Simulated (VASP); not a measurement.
# Ru (P6_3/mmc) in VASP: a series of runs, part 2 of 2

VASP 6.6.1. Earlier steps stand in the parts before.

### 5 Single point, PBEsol (grid = ENCUT=650 dk=0.35 cell=2x2x2 ISMEAR=1 SIGMA=0.1 LREAL=Auto EDIFF=1e-06)

Input file INCAR:

```
SYSTEM = Ru
ALGO = Fast ; EDIFF = 1E-6
ENCUT = 650 ; GGA = PS
ISIF = 2 ; ISMEAR = 1
LASPH = .True. ; LCHARG = .False.
LREAL = Auto ; LWAVE = .False.
NBANDS = 120 ; NELM = 120
PREC = Accurate ; SIGMA = 0.1
```

Input file KPOINTS:

```
k-points
0
Gamma
  4 4 3
  0 0 0
```

Input file POSCAR:

```
Ru
1.0
    5.4116000000      0.0000000000      0.0000000000
   -2.7058000000      4.6865830752      0.0000000000
    0.0000000000      0.0000000000      8.5638000000
Ru
15
Direct
    0.3333333334      0.1666666666      0.8750000000
    0.3333333334      0.6666666666      0.3750000000
    0.3333333334      0.6666666666      0.8750000000
    0.8333333333      0.1666666666      0.3750000000
    0.8333333333      0.1666666666      0.8750000000
    0.8333333333      0.6666666666      0.3750000000
    0.8333333333      0.6666666666      0.8750000000
    0.1666666666      0.3333333334      0.1250000000
    0.1666666666      0.3333333334      0.6250000000
    0.1666666666      0.8333333333      0.1250000000
    0.1666666666      0.8333333333      0.6250000000
    0.6666666666      0.3333333334      0.1250000000
    0.6666666666      0.3333333334      0.6250000000
    0.6666666666      0.8333333333      0.1250000000
    0.6666666666      0.8333333333      0.6250000000
```

Launch:

```console
cat potpaw_PBE.64/Ru_pv/POTCAR > POTCAR
mpirun -np 1 vasp_std > vasp.out
```

It took 6 min on 1 thread of Intel Xeon 6975P-C (Granite Rapids), shared host; peak memory 0.5 GiB.

The run converged, but some of its settings lie outside the range that counts as converged, so its numbers aren't taken as properties of the crystal.

What came out:

```yaml
Free_energy: -149.0493 eV
Pressure: -11.2 GPa
Largest_force: 0.546 eV/Å
Band_gap_on_the_k_mesh: none (metal or under the smearing width)
```

Caveat: the PAW data sets were made with another functional, which shifts forces and pressure a little.

### 6 Single point, PBEsol (grid = ENCUT=400 dk=0.9 cell=2x2x2 ISMEAR=1 SIGMA=0.1 LREAL=Auto EDIFF=1e-06)

Input file INCAR:

```
SYSTEM = Ru
PREC = Accurate
ENCUT = 400
EDIFF = 1E-6
ISMEAR = 1
SIGMA = 0.1
LREAL = Auto
LASPH = .True.
NELM = 120
ALGO = Fast
ISIF = 2
LWAVE = .False.
LCHARG = .False.
GGA = PS
NBANDS = 128
```

Input file KPOINTS:

```
Automatic mesh
0
Gamma
  2 2 1
  0 0 0
```

POSCAR, as its differences from that of step 5:

```diff
@@ -6,4 +6,5 @@
 Ru
-15
+16
 Direct
+    0.3333333334      0.1666666666      0.3750000000
     0.3333333334      0.1666666666      0.8750000000
```

Potentials or basis: VASP PAW PBE potentials, release 64 (Ru_pv).

Launch:

```console
cat potpaw_PBE.64/Ru_pv/POTCAR > POTCAR
mpirun -np 1 vasp_std > vasp.out
```

OUTCAR:

```text
SYSTEM = Ru
   PREC = Accurate
   ENCUT = 400
   EDIFF = 1E-6
   ISMEAR = 1
   LREAL = Auto
   LASPH = .True.
   NELM = 120
   ISIF = 2
   GGA = PS

 Found      2 irreducible k-points:

 Following reciprocal coordinates:
            Coordinates               Weight
  0.000000  0.000000  0.000000      1.000000
  0.500000  0.000000  0.000000      3.000000
   k-points           NKPTS =      2   k-points in BZ     NKDIM =      2   number of bands    NBANDS=    128
   number of dos      NEDOS =    301   number of ions     NIONS =     16
   total plane-waves  NPLWV =  72576
   dimension x,y,z NGX =    36 NGY =   36 NGZ =   56
   dimension x,y,z NGXF=    72 NGYF=   72 NGZF=  112
   ions per type =              16
   NGX,Y,Z   is equivalent  to a cutoff of  11.06, 11.06, 10.87 a.u.
   NGXF,Y,Z  is equivalent  to a cutoff of  22.12, 22.12, 21.74 a.u.
 SYSTEM =  Ru
   PREC   = accura    normal or accurate (medium, high low for compatibility)
   ISTART =      0    job   : 0-new  1-cont  2-samecut
   ICHARG =      2    charge: 1-file 2-atom 10-const
   ISPIN  =      1    spin polarized calculation?
   LNONCOLLINEAR =      F non collinear calculations
   LSORBIT =      F    spin-orbit coupling
   LASPH  =      T    aspherical Exc in radial PAW
   ENCUT  =  400.0 eV  29.40 Ry    5.42 a.u.   8.82  8.82 13.97*2*pi/ulx,y,z
[... 190 lines left out ...]
      3     -30.6060      2.00000
      4     -30.6060      2.00000
      5     -30.6060      2.00000
      6     -30.6060      2.00000
[... 116 lines left out ...]
    123      14.3157     -0.00000
    124      14.3757     -0.00000
 [bands above 124 left out]

------------------------ aborting loop because EDIFF is reached ----------------------------------------

  FORCE on cell =-STRESS in cart. coord.  units (eV):
  Direction    XX          YY          ZZ          XY          YZ          ZX
  --------------------------------------------------------------------------------------
  -------------------------------------------------------------------------------------
  Total      -11.4183256    -11.4183256    -21.2709959     -0.0000000      0.0000000      0.0000000
  in kB      -84.2295504    -84.2295504   -156.9097323     -0.0000000      0.0000000      0.0000000
  external PRESSURE =    -108.4562777 kB  Pullay stress =       0.0000000 kB

 VOLUME and BASIS-vectors are now :
 -----------------------------------------------------------------------------
  energy-cutoff  :      400.00
  volume of cell :      217.19
      direct lattice vectors                 reciprocal lattice vectors
     5.411600000  0.000000000  0.000000000     0.184788233  0.106687536  0.000000000
    -2.705800000  4.686583075  0.000000000     0.000000000  0.213375072  0.000000000
     0.000000000  0.000000000  8.563800000     0.000000000  0.000000000  0.116770592

 POSITION                                       TOTAL-FORCE (eV/Angst)
 -----------------------------------------------------------------------------------
      1.35290      0.78110      3.21143         0.000000     -0.000000     -0.000000
      1.35290      0.78110      7.49333         0.000000      0.000000     -0.000000
      0.00000      3.12439      3.21143         0.000000     -0.000000     -0.000000
      0.00000      3.12439      7.49333         0.000000     -0.000000      0.000000
      4.05870      0.78110      3.21143         0.000000      0.000000      0.000000
      4.05870      0.78110      7.49333        -0.000000     -0.000000     -0.000000
[... 8 lines left out ...]
      1.35290      3.90549      1.07048         0.000000      0.000000      0.000000
      1.35290      3.90549      5.35238        -0.000000     -0.000000     -0.000000
 -----------------------------------------------------------------------------------
    total drift:                                0.000001      0.000002      0.000000

  FREE ENERGIE OF THE ION-ELECTRON SYSTEM (eV)
  ---------------------------------------------------
  free  energy   TOTEN  =      -165.5888750826 eV

  energy  without entropy=     -165.5515691124  energy(sigma->0) =     -165.57643976
```

stdout:

```text
POSCAR found type information on POSCAR Ru
 POSCAR found :  1 types and      16 ions
 scaLAPACK will be used
 -----------------------------------------------------------------------------
|                                                                             |
|                                                                             |
|     You enforced a specific xc type in the INCAR file but a different       |
|     I HOPE YOU KNOW WHAT YOU ARE DOING!                                     |
|                                                                             |
 -----------------------------------------------------------------------------

 LDA part: xc-table for (Slater+PW92), standard interpolation
 POSCAR, INCAR and KPOINTS ok, starting setup
 FFT: planning ... GRIDC
 FFT: planning ... GRID_SOFT
 FFT: planning ... GRID
 WAVECAR not read
 entering main loop
```

Wall time 51 s (1 thread of Intel Xeon 6975P-C (Granite Rapids), shared host); peak memory 0.26 GiB.

These settings aren't checked as converged: the numbers below hold their error.

Results:

```yaml
Free_energy: -165.5889 eV
Pressure: -10.8 GPa
Band_gap_on_the_k_mesh: none (metal or under the smearing width)
```

Caveat: the k mesh is coarse (spacing up to 0.73 Å⁻¹), so the values aren't converged; the PAW data sets were made with another functional, which shifts forces and pressure a little.
